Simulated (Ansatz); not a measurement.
# Zr: a trial structure relaxed

Where does Zr go from the start given, black phosphorus type (Cmce, No. 64)?

Computed with Ansatz 0.2.0 (DFT r2SCAN, scalar-relativistic, plane waves, PAW, unless a step's input says otherwise).

## (1) The system as given

Symmetry: Cmce, No. 64, orthorhombic system. The conventional cell has a = 3.605 Å, b = 11.435 Å, c = 4.770 Å, α = 90.00°, β = 90.00°, γ = 90.00°. Zr (site symmetry m) has 3 Zr at 2.36 to 2.40 Å as nearest neighbours.

Coordinates:

```cif
data_structure
_symmetry_space_group_name_H-M 'Cmce'
_symmetry_Int_Tables_number 64
_cell_length_a 3.6046
_cell_length_b 11.4346
_cell_length_c 4.7699
_cell_angle_alpha 90.000
_cell_angle_beta 90.000
_cell_angle_gamma 90.000
_cell_volume 196.60
loop_
_atom_site_label
_atom_site_type_symbol
_atom_site_symmetry_multiplicity
_atom_site_Wyckoff_symbol
_atom_site_fract_x
_atom_site_fract_y
_atom_site_fract_z
_atom_site_occupancy
Zr1 Zr 8 f 0.00000 0.90200 0.91000 1
```

(A quick probe on a coarse mesh, which set the mesh and smearing, is not shown.)

## (3) Coarse relaxation

The input, input.yaml:

```yaml
crystal:
  lattice:
    - [1.8023103959, -5.7172988389, 0.0]
    - [1.8023103959, 5.7172988389, 0.0]
    - [0.0, 0.0, 4.7698607456]
  atoms:
    - { symbol: Zr, position: [0.098, 0.902, 0.91] }
    - { symbol: Zr, position: [0.598, 0.402, 0.59] }
    - { symbol: Zr, position: [0.902, 0.098, 0.09] }
    - { symbol: Zr, position: [0.402, 0.598, 0.41] }
basis:
  ecutwfc: 500
kpoints:
  mp_grid: { grid: [6, 6, 4] }
hamiltonian:
  xc: r2scan
scf:
  occupations: { method: gaussian, width: 0.1 }
  lower_state_search: "off"
output:
  forces: true
  stress: true
  eigenvalues: true
relax:
  adjacent_minimum: "off"
  f_tol: 0.04
  max_steps: 70
  cell: { stress_tol: 0.4 }
```

The session goes on with these runs: full relaxation.

Q: Predict the outcome of this session.

The runs gave:

```
           quantity                                                                       value
cell (conventional)  a = 3.243 Å, b = 5.418 Å, c = 10.734 Å, α = 90.00°, β = 90.00°, γ = 90.00°
        space group                                                               Fmmm (No. 69)
             volume                                                               23.58 Å³/atom
    gap on the mesh                                                                none (metal)
```

**Reading.** The structure ended in another space group than at the start: Cmce to Fmmm.
